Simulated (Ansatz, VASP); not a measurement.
**CsH in VASP and in Ansatz**

The input INCAR:

```
PREC = Accurate
ENCUT = 520
EDIFF = 1E-6
ISMEAR = -1
SIGMA = 0.05
LREAL = F
LASPH = T
NELM = 60
ALGO = Normal
ISIF = 2
LWAVE = F
LCHARG = T
GGA = CA
LELF = T
LVHAR = T
NBANDS = 12
```

The input KPOINTS:

```
Automatic mesh
0
Gamma
  12 12 12
```

File POSCAR:

```
CsH
1.0
    0.0000000000      2.9207926949      2.9207926949
    2.9207926949      0.0000000000      2.9207926949
    2.9207926949      2.9207926949      0.0000000000
Cs H
1 1
Direct
    0.0000000000      0.0000000000      0.0000000000
    0.5000000000      0.5000000000      0.5000000000
```

Input for Ansatz:

```yaml
crystal:
  lattice:
    - [0.0, 2.9207926949, 2.9207926949]
    - [2.9207926949, 0.0, 2.9207926949]
    - [2.9207926949, 2.9207926949, 0.0]
  atoms:
    - { symbol: Cs, position: [0.0, 0.0, 0.0] }
    - { symbol: H, position: [0.5, 0.5, 0.5] }
kpoints:
  mp_grid: { grid: [12, 12, 12] }
scf:
  occupations: { method: fermi_dirac, width: 0.05 }
hamiltonian:
  xc: lda
  pseudopotentials: { kind: all_electron, lapw: { basis_error: 0.001 } }
output:
  forces: true
  stress: true
  eigenvalues: true
  populations: true
```

Change from the starting cell: volume scaled by 0.88, LAPW.

Alike in both runs: task single point; functional LDA; k mesh 12 × 12 × 12; occupations fermi-dirac, width 0.05 eV; no spin polarisation.

|  | VASP | Ansatz |
| --- | --- | --- |
| version | VASP 6.6.1 | Ansatz 0.2.0 |
| potentials or method | VASP PAW LDA potentials, release 64 (Cs_sv, H) | all-electron LAPW, scalar-relativistic |
| plane-wave cutoff (eV) | 520 | see its input |

```tsv
	VASP	Ansatz	Ansatz less VASP
pressure (GPa)	2.1	1.9	-0.14
```

Ansatz ran all-electron here, so the differences hold the error of VASP's frozen core and of both bases.

Caveats: spin-orbit coupling is left out, which moves the levels of the heavy elements. A k mesh can miss the band edges.
